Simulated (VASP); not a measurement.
# Cu (Fm-3m) in VASP: a series of runs

The runs below take Cu through relaxation of cell and atoms, with PBE.

All numbers are computed with VASP 6.6.1; they aren't measurements. Logs are shortened: lines on timing, memory, paths and dates and some standing lists are left out, and cuts for length are marked.

### 1 The crystal as given

It takes space group Fm-3m (No. 225, cubic). Conventional cell: a = 3.615 Å, b = 3.615 Å, c = 3.615 Å, α = 90.00°, β = 90.00°, γ = 90.00°. Cu (site symmetry m-3m) has 12 Cu at 2.56 Å as nearest neighbours.

### 2 Relaxation of cell and atoms, PBE, target pressure 21.1 GPa, at which the enthalpy is minimised

Input file INCAR:

```
SYSTEM = Cu
  PREC = Accurate
  ENCUT = 520
  EDIFF = 1E-7
  ISMEAR = 0
  SIGMA = 0.1
  LREAL = .FALSE.
  LASPH = .TRUE.
  NELM = 100
  ALGO = Normal
  ISIF = 3
  LWAVE = .FALSE.
  LCHARG = .FALSE.
  GGA = PE
  IBRION = 2
  NSW = 80
  EDIFFG = -0.15
  PSTRESS = 211.0
```

Input file KPOINTS:

```
regular mesh
0
G
  20 20 20
  0 0 0
```

Input file POSCAR:

```
Cu
1.0
    0.0000000000      1.8075000000      1.8075000000
    1.8075000000      0.0000000000      1.8075000000
    1.8075000000      1.8075000000      0.0000000000
Cu
1
Direct
    0.0000000000      0.0000000000      0.0000000000
```

Potentials or basis: VASP PAW PBE potentials, release 64 (Cu).

Run with:

```sh
> cat potpaw_PBE.64/Cu/POTCAR > POTCAR
> mpirun -np 1 vasp_std > vasp.out
```

OUTCAR:

```text
SYSTEM = Cu
   PREC = Accurate
   ENCUT = 520
   EDIFF = 1E-7
   ISMEAR = 0
   LREAL = .FALSE.
   LASPH = .TRUE.
   NELM = 100
   ISIF = 3
   GGA = PE
   IBRION = 2
   NSW = 80
   EDIFFG = -0.15
   PSTRESS = 211.0

 ion  position               nearest neighbor table
   1  0.000  0.000  0.000-

  LATTYP: Found a face centered cubic cell.
 ALAT       =     3.6150000000

  Lattice vectors:

 A1 = (   0.0000000000,   1.8075000000,   1.8075000000)
 A2 = (   1.8075000000,   0.0000000000,   1.8075000000)
 A3 = (   1.8075000000,   1.8075000000,   0.0000000000)

Analysis of symmetry for initial positions (statically):
=====================================================================
 Subroutine PRICEL returns:
 Original cell was already a primitive cell.

 Routine SETGRP: Setting up the symmetry group for a
 face centered cubic supercell.

 Subroutine GETGRP returns: Found 48 space group operations
 (whereof 48 operations were pure point group operations)
 out of a pool of 48 trial point group operations.

The static configuration has the point symmetry O_h .

Analysis of symmetry for dynamics (positions and initial velocities):
=====================================================================
 Subroutine PRICEL returns:
 Original cell was already a primitive cell.

 Routine SETGRP: Setting up the symmetry group for a
 face centered cubic supercell.

 Subroutine GETGRP returns: Found 48 space group operations
 (whereof 48 operations were pure point group operations)
 out of a pool of 48 trial point group operations.

The dynamic configuration has the point symmetry O_h .

 Subroutine INISYM returns: Found 48 space group operations
 (whereof 48 operations are pure point group operations),
 and found     1 'primitive' translations

----------------------------------------------------------------------------------------

                                     Primitive cell

  volume of cell :      11.8104

  direct lattice vectors                    reciprocal lattice vectors
     0.000000000  1.807500000  1.807500000    -0.276625173  0.276625173  0.276625173
     1.807500000  0.000000000  1.807500000     0.276625173 -0.276625173  0.276625173
     1.807500000  1.807500000  0.000000000     0.276625173  0.276625173 -0.276625173

  length of vectors
     2.556191014  2.556191014  2.556191014     0.479128854  0.479128854  0.479128854

  position of ions in fractional coordinates (direct lattice)
     0.000000000  0.000000000  0.000000000

  ion indices of the primitive-cell ions
   primitive index   ion index
                 1           1

----------------------------------------------------------------------------------------

 KPOINTS: regular mesh

Automatic generation of k-mesh.
 Grid dimensions read from file:
 generate k-points for:   20   20   20

 Generating k-lattice:

  Cartesian coordinates                     Fractional coordinates (reciprocal lattice)
    -0.013831259  0.013831259  0.013831259     0.050000000  0.000000000  0.000000000
     0.013831259 -0.013831259  0.013831259     0.000000000  0.050000000  0.000000000
     0.013831259  0.013831259 -0.013831259     0.000000000  0.000000000  0.050000000

  Length of vectors
     0.023956443  0.023956443  0.023956443

  Shift w.r.t. Gamma in fractional coordinates (k-lattice)
     0.000000000  0.000000000  0.000000000

 Subroutine IBZKPT returns following result:
 ===========================================

 Found    256 irreducible k-points:

 Following reciprocal coordinates:
            Coordinates               Weight
  0.000000  0.000000  0.000000      1.000000
  0.050000  0.000000  0.000000      8.000000
  0.100000  0.000000  0.000000      8.000000
  0.150000  0.000000  0.000000      8.000000
  0.200000  0.000000  0.000000      8.000000
  0.250000  0.000000  0.000000      8.000000
[... 16 lines left out ...]
 -0.400000  0.050000  0.000000     24.000000
 -0.350000  0.050000  0.000000     24.000000
 [... further k-points ...]
   k-points           NKPTS =    256   k-points in BZ     NKDIM =    256   number of bands    NBANDS=      9
   number of dos      NEDOS =    301   number of ions     NIONS =      1
   total plane-waves  NPLWV =   8000
   dimension x,y,z NGX =    20 NGY =   20 NGZ =   20
   dimension x,y,z NGXF=    40 NGYF=   40 NGZF=   40
   ions per type =               1
   NGX,Y,Z   is equivalent  to a cutoff of  13.01, 13.01, 13.01 a.u.
   NGXF,Y,Z  is equivalent  to a cutoff of  26.01, 26.01, 26.01 a.u.
 SYSTEM =  Cu
   PREC   = accura    normal or accurate (medium, high low for compatibility)
   ISTART =      0    job   : 0-new  1-cont  2-samecut
   ICHARG =      2    charge: 1-file 2-atom 10-const
   ISPIN  =      1    spin polarized calculation?
   LNONCOLLINEAR =      F non collinear calculations
   LSORBIT =      F    spin-orbit coupling
   LASPH  =      T    aspherical Exc in radial PAW
   ENCUT  =  520.0 eV  38.22 Ry    6.18 a.u.   4.75  4.75  4.75*2*pi/ulx,y,z
   NELM   =    100;   NELMIN=  2; NELMDL= -5     # of ELM steps
   EDIFF  = 0.1E-06   stopping-criterion for ELM
   LREAL  =      F    real-space projection
   EDIFFG = -.1E+00   stopping-criterion for IOM
   NSW    =     80    number of steps for IOM
   IBRION =      2    ionic relax: 0-MD 1-quasi-New 2-CG
   NFREE  =      1    steps in history (QN), initial steepest desc. (CG)
   ISIF   =      3    stress and relaxation
   ISYM   =      2    0-nonsym 1-usesym 2-fastsym
   POTIM  = 0.5000    time-step for ionic-motion
   TEBEG  =    0.0;   TEEND  =   0.0 temperature during run
   PSTRESS=  211.0 pullay stress
   NELECT =      11.0000    total number of electrons
   NUPDOWN=      -1.0000    fix difference up-down
   EMIN   =  10.00;   EMAX   =-10.00  energy-range for DOS
   EFERMI =   0.00;   METHOD = LEGACY
   ISMEAR =     0;   SIGMA  =   0.10  broadening in eV -4-tet -1-fermi 0-gaus
   EFERMI_NEDOS =   21; number of points for ismear=-14 and -15
   IALGO  =     38    algorithm
   IMIX   =      4    mixing-type and parameters
     AMIX     =   0.40;   BMIX     =  1.00
     AMIX_MAG =   1.60;   BMIX_MAG =  1.00
  volume/ion in A,a.u.               =      11.81        79.70
  Fermi-wavevector in a.u.,A,eV,Ry     =   1.598763  3.021224 34.777078  2.556043
  Thomas-Fermi vector in A             =   2.696162
   LORBIT       =      0    0 simple, 1 ext, 2 COOP (PROOUT), +10 PAW based schemes
   GGA     = PE    functional components
   LHFCALC =     F    Hartree Fock is set to
   AEXX    =    0.0000 exact exchange contribution
   IVDW    =     0    specifies the selected vdW correction
   LEPSILON=     F    determine dielectric tensor
   LRPA    =     F    only Hartree local field effects (RPA)
 conjugate gradient relaxation of ions
 non-spin polarized calculation
 Gauss-broadening in eV      SIGMA  =   0.10
  energy-cutoff  :      520.00
  volume of cell :       11.81
 maximum number of plane-waves:       332
   NGX =  9   NGY =  9   NGZ =  9

--------------------------------------- Ionic step        1  -------------------------------------------

 number of electron      11.0000001 magnetization

 Free energy of the ion-electron system (eV)
  ---------------------------------------------------
  ext. energy  EPLUGINS =         0.00000000
  ---------------------------------------------------
  free energy    TOTEN  =        -3.72803549 eV

  energy without entropy =       -3.72672100  energy(sigma->0) =       -3.72737825

------------------------ aborting loop because EDIFF is reached ----------------------------------------

  FORCE on cell =-STRESS in cart. coord.  units (eV):
  Direction    XX          YY          ZZ          XY          YZ          ZX
  --------------------------------------------------------------------------------------
  -------------------------------------------------------------------------------------
  Total        0.1701115      0.1701115      0.1701115      0.0000000      0.0000000      0.0000000
  in kB       23.0770063     23.0770063     23.0770063      0.0000000      0.0000000      0.0000000
  external PRESSURE =    -187.9229937 kB  Pullay stress =     211.0000000 kB
[... 22 lines left out ...]
  enthalpy is  TOTEN    =        -2.1726545006 eV   P V=        1.5553809893

--------------------------------------- Ionic step        2  -------------------------------------------

 number of electron      11.0000008 magnetization

 E-fermi :  10.4987     XC(G=0): -13.9776

 val. band max:       10.4854670388   @ k =   0.5000   0.3000   0.1500
 cond. band min:      10.4994545941   @ k =   0.4500   0.3500   0.0000
 fundamental gap:      0.0139875553
 Fermi energy:        10.4986720008

 k-point     1 :       0.0000    0.0000    0.0000
  band No.  band energies     occupation
      1      -0.5900      2.00000
      2       6.7093      2.00000
      3       6.7093      2.00000
      4       6.7093      2.00000
      5       7.8439      2.00000
      6       7.8439      2.00000
      7      34.6755      0.00000
      8      39.0055      0.00000
      9      39.0055      0.00000
[... 310 lines left out ...]
  enthalpy is  TOTEN    =        -2.1391936620 eV   P V=        1.2639223223

--------------------------------------- Ionic step        3  -------------------------------------------

 number of electron      10.9999990 magnetization

 Free energy of the ion-electron system (eV)
  ---------------------------------------------------
  ext. energy  EPLUGINS =         0.00000000
  ---------------------------------------------------
  free energy    TOTEN  =        -3.65647289 eV

  energy without entropy =       -3.65523011  energy(sigma->0) =       -3.65585150

 E-fermi :   8.8241     XC(G=0): -13.2920

 val. band max:        8.8110726014   @ k =  -0.4500   0.1000   0.0000
 cond. band min:       8.8412265510   @ k =   0.5000   0.2500   0.1000
 fundamental gap:      0.0301539496
 Fermi energy:         8.8241134763

 k-point     1 :       0.0000    0.0000    0.0000
  band No.  band energies     occupation
      1      -1.2708      2.00000
      2       5.4976      2.00000
      3       5.4976      2.00000
      4       5.4976      2.00000
      5       6.4518      2.00000
      6       6.4518      2.00000
      7      32.1898      0.00000
      8      35.5957      0.00000
      9      35.5957      0.00000
[... 304 lines left out ...]
  FREE ENERGIE OF THE ION-ELECTRON SYSTEM (eV)
  ---------------------------------------------------
  free  energy   TOTEN  =        -3.6564728907 eV

  energy  without entropy=       -3.6552301103  energy(sigma->0) =       -3.65585150

  enthalpy is  TOTEN    =        -2.2431980351 eV   P V=        1.4132748556

 reached required accuracy - stopping structural energy minimisation
```

Run time: 51 s. Hardware: 1 thread of Intel Xeon Platinum 8259CL at 2.50GHz (Skylake/Cascade Lake), shared host; peak memory 0.15 GiB.

Results:

| Quantity | Value |
| --- | --- |
| Free energy | -3.6565 eV |
| Relaxed volume | 10.73 Å³/atom |
| Relaxed cell | a = 2.476 Å, b = 2.476 Å, c = 2.476 Å, α = 60.00°, β = 60.00°, γ = 60.00° |
| Space group after relaxing (to 0.05 Å) | Fm-3m (No. 225) |
| Energy change on relaxing (the enthalpy is what falls) | +71.6 meV/atom |
| Ionic steps | 3 |
| Pressure after relaxing | 20.6 GPa |
| Band gap on the k mesh | none (metal or under the smearing width) |

Step by step:
```csv
step,energy change (eV),largest force (eV/Å),pressure (GPa),volume (Å³)
1,0.0000,0.0000,2.31,11.81
2,0.3249,0.0000,54.31,9.60
3,0.0716,0.0000,20.60,10.73
```

Final structure:
```
Cu
1.0
     0.00000    1.75069    1.75069
     1.75069    0.00000    1.75069
     1.75069    1.75069    0.00000
Cu
1
Direct
  0.00000 0.00000 0.00000
```

Levels at points of the mesh, in eV from the Fermi level:
| k point | band 3 | band 4 | band 5 | band 6 | band 7 | band 8 | band 9 |
| --- | --- | --- | --- | --- | --- | --- | --- |
| (0.00, 0.00, 0.00) | -3.33 | -3.33 | -2.37 | -2.37 | 23.37 | 26.77 | 26.77 |
| (0.50, 0.00, 0.00) | -3.37 | -1.71 | -1.71 | -1.28 | 4.28 | 21.81 | 23.62 |
| (0.50, 0.50, 0.00) | -1.74 | -1.55 | -1.55 | 1.44 | 7.82 | 13.86 | 13.86 |

Caveat: the cell is relaxed towards a set pressure, so the enthalpy falls and the energy may rise; the relaxation stopped at a loose force limit of 0.15 eV/Å, so its end isn't a converged minimum.

### 3 Relaxation of cell and atoms, PBE, target pressure 21.1 GPa, at which the enthalpy is minimised

This run uses another cell than the first one, of 10.73 Å³/atom, 0.909 times its volume.

INCAR is that of step 2.

KPOINTS is that of step 2.

Input file POSCAR:

```
Cu                                      
1.0
    0.0000000000      1.7506859830      1.7506859830
    1.7506859830     -0.0000000000      1.7506859830
    1.7506859830      1.7506859830      0.0000000000
  Cu            
     1
Direct
     0.0000000000000000    0.0000000000000000    0.0000000000000000
```

Potentials or basis: VASP PAW PBE potentials, release 64 (Cu).

Run with:

```sh
> cat potpaw_PBE.64/Cu/POTCAR > POTCAR
> mpirun -np 1 vasp_std > vasp.out
```

Wall time 17 s (1 thread of Intel Xeon Platinum 8259CL at 2.50GHz (Skylake/Cascade Lake), shared host); peak memory 0.14 GiB.

The run converged. Its results:

| Property | Result |
| --- | --- |
| Free energy | -3.6561 eV |
| Pressure after relaxing | 20.5 GPa |
| Band gap on the k mesh | none (metal or under the smearing width) |

Final structure:
```
Cu
1.0
     0.00000    1.75069    1.75069
     1.75069    0.00000    1.75069
     1.75069    1.75069    0.00000
Cu
1
Cartesian
  0.0000 0.0000 0.0000
```

Levels at points of the mesh, in eV from the Fermi level:
```
           k point  band 3  band 4  band 5  band 6  band 7  band 8  band 9
(0.00, 0.00, 0.00)   -3.33   -3.33   -2.37   -2.37   23.37   26.77   26.77
(0.50, 0.00, 0.00)   -3.37   -1.71   -1.71   -1.28    4.28   21.81   23.62
(0.50, 0.50, 0.00)   -1.74   -1.55   -1.55    1.44    7.82   13.86   13.86
```

Caveat: the relaxation stopped at its first step, so nothing moved; the cell is relaxed towards a set pressure, so the enthalpy falls and the energy may rise; the relaxation stopped at a loose force limit of 0.15 eV/Å, so its end isn't a converged minimum.
